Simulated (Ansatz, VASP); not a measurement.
# Cross-check of Zn35CuHO36 (Cu-H pair in ZnO) between VASP and Ansatz

Wanted: the spread between two codes on one cell, functional and k mesh. The cell is taken from a series of runs on this material, whose earlier steps may have relaxed, scaled, displaced or heated it; both programs get it as it stands.

Method: plane waves, with VASP 6.6.1 beside it; single point at r2SCAN, in Ansatz 0.2.0.

## Step 1: The structure

The cell holds 73 atoms: 35 Zn, 36 O, 1 Cu and 1 H. Its edges and angles: a = 9.706 Å, b = 9.706 Å, c = 10.422 Å, α = 90.0°, β = 90.0°, γ = 120.0°. It derives from ZnO (ZnO (P6_3mc)). Nearest the centre at fractional (0.521, 0.375, 0.481): H73 at 0.79 Å, Cu72 at 1.33 Å, O49 at 1.55 Å, O53 at 2.21 Å, O65 at 2.42 Å, O54 at 2.45 Å, Zn16 at 2.84 Å, Zn4 at 2.85 Å.

## Step 2: Ansatz: single point, r2SCAN

Ansatz runs on its default PAW (the set named soft_2) files.

With cell and atoms fixed, the geometry can't cause a difference; cores, projectors, grids and the points listed under the comparison can.

Input file input.yaml:

```yaml
crystal:
  lattice:
    - [9.70585879, 0.0, 0.0]
    - [-4.85292939, 8.40552028, 0.0]
    - [0.0, 0.0, 10.42205779]
  atoms:
    - { symbol: Zn, position: [0.109847316, 0.222471649, 0.249688706] }
    - { symbol: Zn, position: [0.218935676, 0.109840658, -0.001583435] }
    - { symbol: O, position: [0.217507865, 0.108357104, 0.188226049] }
    - { symbol: O, position: [0.110392803, 0.222727577, 0.439601484] }
    - { symbol: Zn, position: [0.109295366, 0.22403047, 0.750228844] }
    - { symbol: Zn, position: [0.209785691, 0.104945211, 0.502633162] }
    - { symbol: O, position: [0.220106778, 0.11157178, 0.690245864] }
    - { symbol: O, position: [0.109914944, 0.222796179, 0.939717929] }
    - { symbol: Zn, position: [0.11048421, 0.554458494, 0.25132445] }
    - { symbol: Zn, position: [0.220794718, 0.444401579, 0.002464569] }
    - { symbol: O, position: [0.222661504, 0.444333479, 0.191364253] }
    - { symbol: O, position: [0.112312587, 0.55368648, 0.440673819] }
    - { symbol: Zn, position: [0.109710882, 0.556800253, 0.749708384] }
    - { symbol: Zn, position: [0.22920997, 0.446241263, 0.499688031] }
    - { symbol: O, position: [0.218643596, 0.444723478, 0.689761728] }
    - { symbol: O, position: [0.110841859, 0.555691222, 0.939458905] }
    - { symbol: Zn, position: [0.108899677, 0.886449583, 0.249106495] }
    - { symbol: Zn, position: [0.221864318, 0.777028841, 0.000439408] }
    - { symbol: O, position: [0.221553776, 0.776774551, 0.190108791] }
    - { symbol: O, position: [0.113099282, 0.888283176, 0.438915486] }
    - { symbol: Zn, position: [0.1112802, 0.889200306, 0.750477732] }
    - { symbol: Zn, position: [0.2225885, 0.775232424, 0.499317884] }
    - { symbol: O, position: [0.221896086, 0.778849656, 0.689243873] }
    - { symbol: O, position: [0.110846533, 0.88805645, 0.939523676] }
    - { symbol: Zn, position: [0.441691298, 0.21870184, 0.234796001] }
    - { symbol: Zn, position: [0.555698329, 0.109577903, -0.001508725] }
    - { symbol: O, position: [0.55534276, 0.10778452, 0.188587668] }
    - { symbol: O, position: [0.432232843, 0.202058573, 0.430427269] }
    - { symbol: Zn, position: [0.441126261, 0.220753259, 0.751587841] }
    - { symbol: Zn, position: [0.559425897, 0.104706176, 0.501807828] }
    - { symbol: O, position: [0.553955692, 0.112575277, 0.689591049] }
    - { symbol: O, position: [0.442362938, 0.219688551, 0.941965386] }
    - { symbol: Zn, position: [0.44555957, 0.55296238, 0.254949687] }
    - { symbol: Zn, position: [0.553679795, 0.44502929, -0.004686797] }
    - { symbol: O, position: [0.55320976, 0.441591823, 0.185993551] }
    - { symbol: O, position: [0.44776596, 0.552574133, 0.441553962] }
    - { symbol: Zn, position: [0.437657272, 0.560183314, 0.753126164] }
    - { symbol: Cu, position: [0.623900144, 0.50833117, 0.541494688] }
    - { symbol: O, position: [0.547745729, 0.445321996, 0.708855557] }
    - { symbol: O, position: [0.441864144, 0.557082428, 0.942489855] }
    - { symbol: Zn, position: [0.44352944, 0.885764613, 0.250247087] }
    - { symbol: Zn, position: [0.555494286, 0.778169716, 0.002049751] }
    - { symbol: O, position: [0.555218961, 0.775675215, 0.191070985] }
    - { symbol: O, position: [0.445034749, 0.886440742, 0.439980157] }
    - { symbol: Zn, position: [0.443302963, 0.889812138, 0.750057433] }
    - { symbol: Zn, position: [0.555730746, 0.772155254, 0.499001486] }
    - { symbol: O, position: [0.55476126, 0.780345363, 0.689629304] }
    - { symbol: O, position: [0.44357393, 0.887956641, 0.939521962] }
    - { symbol: Zn, position: [0.777284363, 0.222925987, 0.249056947] }
    - { symbol: Zn, position: [0.887920412, 0.111071593, -0.000121588] }
    - { symbol: O, position: [0.887892547, 0.111358402, 0.189502264] }
    - { symbol: O, position: [0.777197342, 0.22404508, 0.439097981] }
    - { symbol: Zn, position: [0.777083324, 0.224092172, 0.749489297] }
    - { symbol: Zn, position: [0.888759899, 0.113764167, 0.4997526] }
    - { symbol: O, position: [0.887453612, 0.112456237, 0.68940329] }
    - { symbol: O, position: [0.777234778, 0.222327671, 0.938889628] }
    - { symbol: Zn, position: [0.775252875, 0.555122184, 0.242917725] }
    - { symbol: Zn, position: [0.88934911, 0.444154891, -0.00043043] }
    - { symbol: O, position: [0.889244712, 0.443949233, 0.188587061] }
    - { symbol: O, position: [0.793725872, 0.566216739, 0.428692591] }
    - { symbol: Zn, position: [0.779436136, 0.558131103, 0.753300401] }
    - { symbol: Zn, position: [0.88978138, 0.446373889, 0.499623579] }
    - { symbol: O, position: [0.888065966, 0.445848981, 0.6900178] }
    - { symbol: O, position: [0.778519694, 0.556365616, 0.942009172] }
    - { symbol: Zn, position: [0.777228784, 0.889274269, 0.250106117] }
    - { symbol: Zn, position: [0.888687113, 0.779485709, -0.001053649] }
    - { symbol: O, position: [0.888302192, 0.779412603, 0.187786529] }
    - { symbol: O, position: [0.779433168, 0.892402174, 0.439820069] }
    - { symbol: Zn, position: [0.776359428, 0.890160792, 0.749412331] }
    - { symbol: Zn, position: [0.892224925, 0.783054856, 0.499587989] }
    - { symbol: O, position: [0.89010095, 0.781036744, 0.690561123] }
    - { symbol: O, position: [0.776678764, 0.889472725, 0.93918663] }
    - { symbol: H, position: [0.473848463, 0.288412674, 0.450911265] }
basis:
  ecutwfc: 500
  xc_grid: 2
hamiltonian:
  xc: r2scan
kpoints:
  mp_grid: { grid: [1, 1, 1], shift: [0.25, 0.25, 0.25] }
scf:
  occupations: { method: fermi_dirac, width: 0.01 }
  max_iter: 120
output:
  forces: true
checkpoint:
  read: "../relax.run"
```

Launch:

```bash
$ ansatz run input.yaml --threads 8 --pin off --max-ram 14131MiB --backend cpu --events-out ev --progress --plain --runs-dir out
```

Numbers of over 12 decimals in the logs are rounded to 6 here.

What it wrote:

```text
Warning: checkpoint.read: the run can stay near the saved state's solution: 5 site(s) moved relative to the saved geometry (max |Δs| = 2.461e-2 fractional); the SCF starts from the saved state under `checkpoint.density_extrapolation: transplant`, in force with no word given; its orbitals are not used off its sites. A run without `checkpoint.read` takes nothing of the state. A lower free energy from it at the same positions (and U, V and field ramp, if any) shows a solution that this start missed, and an equal or higher one rules none out (checkpoint.read, Limitations, in the input reference)
Engine: ansatz 0.2.0, x86_64-unknown-linux-gnu
Pseudopotentials: kind: paw
Pseudopotential: Zn, paw, valence charge 12, recommended cutoff 500 eV (meta_gga), Zn.paw.azcp
Pseudopotential: O, paw, valence charge 6, recommended cutoff 500 eV (meta_gga), O.paw.azcp
Pseudopotential: Cu, paw, valence charge 19, recommended cutoff 500 eV (meta_gga), Cu.paw.azcp
Pseudopotential: H, paw, valence charge 1, recommended cutoff 500 eV (meta_gga), H.paw.azcp
Functional definition: r2SCAN
  parameter k0 = 0.174
  parameter k1 = 0.065
  parameter a1 = 4.9479
  exchange = r2scan_x(k0 = k0, k1 = k1, a1 = a1)
  correlation = r2scan_c
Crystal: 73 atoms, lattice volume = 850.261 Å³
Basis set: ecut = 500 eV, 21585 PW (Γ), exchange–correlation on 144×144×160 points (8 copies of the dense FFT grid, shifted against one another)
Bands: 401, of which v1, the nominal top of the filled ones, is band 328 counted from 1 (327 counted from 0)
Symmetry: 1 space group operations
Space group: P1 (ITA 1), of the structure as read, at distance tolerance 9.5e-5 Å
k-points: 1
Non-local potential: Zn, projectors of the file, l = 0: 2, l = 1: 2, l = 2: 3, l = 3: 1
Non-local potential: O, projectors of the file, l = 0: 2, l = 1: 2, l = 2: 1
Non-local potential: Cu, projectors of the file, l = 0: 3, l = 1: 2, l = 2: 3, l = 3: 1
Non-local potential: H, projectors of the file, l = 0: 2, l = 1: 1
PAW form: soft (Blöchl's): semilocal exchange-correlation on the pseudo side does not see the compensation charge
PAW frozen core: Zn, regenerated for the run's functional (the file was generated under x = pbe(κ = 0.804, μ = 0.219515), c = pbe(β = 0.066725))
PAW frozen core: O, regenerated for the run's functional (the file was generated under x = pbe(κ = 0.804, μ = 0.219515), c = pbe(β = 0.066725))
PAW frozen core: Cu, regenerated for the run's functional (the file was generated under x = pbe(κ = 0.804, μ = 0.219515), c = pbe(β = 0.066725))
PAW one-centre angular grid: Zn, 590 points (default); XC on 261 of its mesh's 2673 points in the sphere
PAW one-centre angular grid: O, 302 points (default); XC on 160 Gauss nodes
PAW one-centre angular grid: Cu, 590 points (default); XC on 160 Gauss nodes
PAW one-centre angular grid: H, 302 points (default); XC on 160 Gauss nodes
Initial density: read from a saved state, or passed on in memory by an earlier SCF of this step, an earlier step, the calling program or the single point that the run made first, carried with its atoms to this geometry
Initial wavefunctions: pseudopotential atomic-orbital guess
Functional: x = r2scan, c = r2scan; τ floored in thin density (d = 2e-4 eV/Å³)
iter 1 solved again at ethr=1.15e-4 eV; its pass at ethr=3.10e-3 eV (dr2=7.53e-1 eV) is discarded
SCF iter   1: F=—  HF=-143535.522814 eV  |F-HF|=—  |Δ(HF+E_count)|=         —  Δρ=1.28e-2  dr2=7.59e-1  dr2_τ=2.14e-1  ethr=1.15e-4  ⟨swp⟩=3.0  Hψ=2578  notcnv=0
preconditioner: auto → Resta (q_TF=auto, 2.613 Å⁻¹)  ε∞=6.8  [insulator: Δε(μ)=1.512 eV  Ē_g=13.495 eV  σ=0.010 eV  W_gap=1.00  n_scr=242 (ndim 8)  ℏωp=32.4 eV  f_vac=0.039  D(μ)=0.00/eV (n_scr^D=0)  ε∞_Penn≈6.8]
SCF iter   2: F=—  HF=-143535.346336 eV  |F-HF|=—  |Δ(HF+E_count)|=   1.76e-1  Δρ=4.97e-3  dr2=6.57e-2  dr2_τ=2.30e-2  ethr=1.15e-4  ⟨swp⟩=3.0  Hψ=1128  notcnv=0
SCF iter   3: F=—  HF=-143535.341537 eV  |F-HF|=—  |Δ(HF+E_count)|=   4.80e-3  Δρ=2.68e-3  dr2=2.95e-2  dr2_τ=1.99e-3  ethr=1.00e-5  ⟨swp⟩=3.0  Hψ=1088  notcnv=0  defer=67
SCF iter   4: F=—  HF=-143535.339628 eV  |F-HF|=—  |Δ(HF+E_count)|=   1.91e-3  Δρ=2.05e-3  dr2=1.96e-2  dr2_τ=6.42e-4  ethr=4.50e-6  ⟨swp⟩=3.0  Hψ=677  notcnv=0  defer=46
automatic band count: iteration 4 solves 380 bands in place of 401: the levels show a gap, and the empty bands left out lie too high to hold charge; the band table lists the bands solved (type scf.n_extra_bands for more)
SCF iter   5: F=—  HF=-143535.336330 eV  |F-HF|=—  |Δ(HF+E_count)|=   3.30e-3  Δρ=8.74e-4  dr2=3.68e-3  dr2_τ=1.31e-4  ethr=2.99e-6  ⟨swp⟩=2.0  Hψ=772  notcnv=0  defer=46
SCF iter   6: F=—  HF=-143535.335742 eV  |F-HF|=—  |Δ(HF+E_count)|=   5.88e-4  Δρ=2.59e-4  dr2=3.90e-4  dr2_τ=1.08e-5  ethr=5.61e-7  ⟨swp⟩=3.0  Hψ=668  notcnv=0  defer=46
SCF iter   7: F=—  HF=-143535.335658 eV  |F-HF|=—  |Δ(HF+E_count)|=   8.38e-5  Δρ=5.50e-5  dr2=2.32e-5  dr2_τ=8.61e-7  ethr=5.94e-8  ⟨swp⟩=2.0  Hψ=662  notcnv=0  defer=46
SCF iter   8: F=—  HF=-143535.336380 eV  |F-HF|=—  |Δ(HF+E_count)|=   7.22e-4  Δρ=1.90e-5  dr2=3.20e-6  dr2_τ=2.43e-7  ethr=3.54e-9  ⟨swp⟩=3.0  Hψ=663  notcnv=0  defer=46
SCF iter   9: F=—  HF=-143535.336380 eV  |F-HF|=—  |Δ(HF+E_count)|=   7.86e-8  Δρ=1.29e-5  dr2=1.09e-6  dr2_τ=2.79e-8  ethr=4.88e-10  ⟨swp⟩=3.0  Hψ=663  notcnv=0  defer=46
SCF iter  10: F=-143535.336380 eV  HF=-143535.336380 eV  |F-HF|=4.99e-8  |Δ(HF+E_count)|=   1.35e-7  Δρ=3.04e-6  dr2=7.39e-8  dr2_τ=5.57e-9  ethr=1.52e-11  ⟨swp⟩=3.0  Hψ=1702  notcnv=0
SCF 1 converged in 10 iterations: F = -143535.336380 eV  dr2 = 7.39e-8
  greatest PAW one-centre occupation: 1.000 electrons in one spin orbital (limit 2), on the Cu atom at site 37 (counted from 0), in its partial waves of l = 0
SCF converged after 10 iterations
Free energy (F): -143535.336380 eV
Harris-Foulkes:  -143535.336380 eV  (|F-HF|=4.99e-8)
Internal energy: -143535.336380 eV  (E = F + TS)
E sigma→0 (E₀):  -143535.336380 eV
Fermi energy:    8.937570 eV
--- Per-component energies (eV) ---
  E_band       = 356.926928
  E_kinetic    = 11225.940750
  E_local      = -76056.220082  (includes V_loc(G=0)·N_el)
  E_nonlocal   = 23952.183604
  E_hartree    = 31556.505525
  E_xc         = -7040.855820
  E_vxc        = -5770.893730  (∫ρ·V_xc dr)
  E_paw        = -72354.951866  (= ΣΔE_a)
  E_vpaw       = -16458.790702  (= ΣTr[D̂ρ^β])
  E_aug_tail   = 0.032903  (compensation charges beyond the density's cutoff)
  E_vtau       = 351.680024  (kinetic-family band-sum trace: ∫τ·v_τ [+ j·A + Jᵃ·Aᵃ] dr)
  E_ewald      = -54810.128758
  E_core_change = -7.842636  (= ΣΔE_core)
  E_smearing   = -0.000000  (= −TS)
  E_closure    = -0.000000  (closes the sum)
  Σ components = -143535.336380   (vs F -143535.336380, Δ=0.00e0)
--- Forces (eV/Å), atoms counted from 1 ---
  atom   1  Zn    -0.01632277     0.00890394    -0.01075924
  atom   2  Zn    -0.00194999    -0.00208330    -0.01705694
  atom   3  O      0.02924444     0.01361717     0.03243017
  atom   4  O      0.03553771    -0.01352708    -0.00431020
  atom   5  Zn    -0.00800208     0.01039042    -0.00071513
  atom   6  Zn    -0.09398513    -0.08079764     0.03321253
  atom   7  O      0.01518431     0.00507077    -0.03987496
  atom   8  O      0.00426344    -0.00387488     0.00180860
  atom   9  Zn    -0.00040004    -0.00194406     0.00354241
  atom  10  Zn     0.00108852     0.00409855    -0.00599540
  atom  11  O     -0.00204904    -0.00892290    -0.00438799
  atom  12  O     -0.00125268     0.00202125    -0.00628898
  atom  13  Zn    -0.00484474    -0.00661432    -0.00616031
  atom  14  Zn     0.01703100     0.02674200     0.00371596
  atom  15  O     -0.00683196    -0.00796077    -0.00081281
  atom  16  O      0.00076247     0.00160164     0.00431621
  atom  17  Zn    -0.00983459    -0.02274697    -0.00552801
  atom  18  Zn    -0.00089874    -0.00317819    -0.00732611
  atom  19  O      0.00056635     0.00856688     0.00272468
  atom  20  O      0.02800564     0.05323771    -0.00432012
  atom  21  Zn    -0.01858203    -0.02150139    -0.00398666
  atom  22  Zn    -0.00358568    -0.02183826     0.00711353
  atom  23  O      0.00359537     0.00827676    -0.00619764
  atom  24  O      0.00451496     0.00785260     0.00619373
[...]
atom  66  Zn    -0.00293556    -0.00314995    -0.00781594
  atom  67  O      0.00432532     0.00759086    -0.00638753
  atom  68  O     -0.00686496     0.02812634    -0.01437853
  atom  69  Zn     0.00938063    -0.01836846    -0.01246963
  atom  70  Zn    -0.03416636    -0.04933491     0.02283076
  atom  71  O      0.02573849     0.04652045     0.02699501
  atom  72  O     -0.00162275     0.00423609     0.00636099
  atom  73  H     -0.48229453    21.91069275     6.43637490
  max |Σ_I F_I| component: 1.21e-1 eV/Å
```

The column dr2 measures how far the density is from self-consistency, as an energy; F and HF (Harris–Foulkes) agree once it is small.

(Continued in part 2 of 2.)

[Lines on the potential files, build, host, timing and source positions are cut from VASP's logs without a mark.]

[Logs are printed without paths, hosts, clocks, repeated set-up lines and the standing remarks that a program may print on its own settings, such as how far it seeks lower states.]

[Hosts, paths, dates, database ids (printed as entryN), source tags and the programs' standing remarks are cut or masked in the printed files.]
